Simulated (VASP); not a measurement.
Wanted: the native input for a VASP 6.6.1 run.

```
Task                   : relaxation of cell and atoms
Functional             : PBE
Potentials or basis    : VASP PAW PBE potentials, release 64 (Ca_sv, O)
Cutoff                 : 600 eV
k mesh                 : 10 × 10 × 10
Occupations            : gaussian, width 0.03 eV
Spin                   : no spin polarisation
Further INCAR settings : ALGO = Normal; EDIFF = 1e-06; IBRION = 2; EDIFFG = -0.01; NSW = 90; ISIF = 3
```

The structure of CaO (Lime) lies in POSCAR:

```
CaO
1.0
    0.0000000000      2.4065000000      2.4065000000
    2.4065000000      0.0000000000      2.4065000000
    2.4065000000      2.4065000000      0.0000000000
Ca O
1 1
Direct
    0.0000000000      0.0000000000      0.0000000000
    0.5000000000      0.5000000000      0.5000000000
```

These files were run (other wordings do the same):

INCAR

```
  ALGO = Normal
  EDIFF = 1E-6
  EDIFFG = -0.01
  ENCUT = 600
  GGA = PE
  IBRION = 2
  ISIF = 3
  ISMEAR = 0
  LASPH = True
  LCHARG = False
  LREAL = False
  LWAVE = False
  NELM = 80
  NSW = 90
  PREC = Accurate
  SIGMA = 0.03
```

KPOINTS

```
k-points
0
Gamma
  10 10 10
```

Potentials or basis: VASP PAW PBE potentials, release 64 (Ca_sv, O).

Command:

```console
$ cat potpaw_PBE.64/Ca_sv/POTCAR potpaw_PBE.64/O/POTCAR > POTCAR
$ mpirun -np 1 vasp_std > vasp.out
```

Results of the run:

```yaml
Relaxed_volume: 14.15 Å³/atom
Relaxed_cell: a = 3.421 Å, b = 3.421 Å, c = 3.421 Å, α = 60.00°, β = 60.00°, γ = 60.00°
Space_group_after_relaxing_to_0.05_Å: Fm-3m (No. 225)
Energy_gained_by_relaxing: 1.1 meV/atom
Ionic_steps: 3
Pressure_after_relaxing: 0.0 GPa
Band_gap_on_the_k_mesh: 3.64 eV, indirect (least direct gap 4.02 eV)
```

Run time: 50 s on 1 thread of Intel(R) Xeon(R) Platinum 8488C (Sapphire Rapids), on a shared host, peak memory 0.18 GiB.
